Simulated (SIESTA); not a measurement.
TiO2 under changes of volume

One of the cells (10.435 Å³/atom); the others are scaled copies at fixed shape and fractional positions:

```
CELL_PARAMETERS angstrom
4.59984 0.00000 0.00000
0.00000 4.59984 0.00000
0.00000 0.00000 2.95921
ATOMIC_POSITIONS crystal
Ti 0.00000 0.00000 0.50000
Ti 0.50000 0.50000 0.00000
O 0.30432 0.30432 0.50000
O 0.19568 0.80432 0.00000
O 0.80432 0.19568 0.00000
O 0.69568 0.69568 0.50000
```

The cell is a database's computed one.

- Program: SIESTA 5.4.2
- Functional: LDA
- Potentials or basis: PseudoDojo 0.4 standard (LDA files)
- Basis: DZP (energy shift 0.003 Ry; two zetas on semicore shells)
- Grid cutoff: 800 Ry
- Energy shift: 0.003 Ry
- k mesh: 4 × 4 × 7
- Occupations: fermi-dirac, width 0.05 eV
- Spin: no spin polarisation

```tsv
volume (Å³/atom)	energy over the lowest point (meV/atom)	pressure (GPa)	gap on the mesh (eV)	largest force (eV/Å)
9.809	13.71	11.4	1.82	0.271
10.018	3.04	5.2	1.77	0.154
10.227	0.00	-0.4	1.73	0.043
10.435	3.78	-5.3	1.68	0.057
10.644	?	?	?	?
10.853	29.14	-13.8	1.60	0.240
11.062	49.51	-17.4	1.56	0.323
```

Q: What does the run at 10.644 Å³/atom give?

A: Energy over the lowest point 13.69 meV/atom; pressure -9.8 GPa; gap on the mesh 1.64 eV; largest force 0.152 eV/Å.

Worked out: A Birch-Murnaghan fit of order 3 (a polynomial in V^(-2/3)) to the other rows has its minimum at 10.21 Å³/atom with B0 = V·E''(V) = 258 GPa and B' = 4.3 at fixed shape and positions, which overstates the stiffness. It gives 13.71 meV/atom at 10.644 Å³/atom, against the run's 13.69, and -dE/dV = -9.8 GPa, against -9.8. A straight line through the other rows of the gap, of slope -2.16 eV per unit of ln V (its deformation potential), gives 1.64 eV, against the run's 1.64.

Energies are extrapolated to zero smearing.

Caveats: an odd mesh through Γ misses points on the zone boundary, where band edges often lie; the basis of atomic orbitals isn't converged, which shifts pressures, moduli and gaps.
